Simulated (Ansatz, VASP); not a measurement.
## One calculation of CdS (Hawleyite), two programs

```
CELL_PARAMETERS angstrom
0.00000 2.91650 2.91650
2.91650 0.00000 2.91650
2.91650 2.91650 0.00000
ATOMIC_POSITIONS crystal
Cd 0.00000 0.00000 0.00000
S 0.25000 0.25000 0.25000
```

Alike in both runs: task single point; functional LDA; k mesh 6 × 6 × 6; no spin polarisation.

|  | VASP | Ansatz |
| --- | --- | --- |
| version | VASP 6.6.1 | Ansatz 0.2.0 |
| potentials or method | VASP PAW LDA potentials, release 64 (Cd, S) | plane waves, PAW |
| plane-wave cutoff (eV) | 520 | 571 |
| occupations | gaussian, width 0.01 eV | fixed |
| valence electrons in the cell | 18 | 26 |

```tsv
	VASP	Ansatz	Ansatz less VASP
pressure (GPa)	-2.0	-2.5	-0.47
```

The two sets of potentials don't hold the same shells in valence.
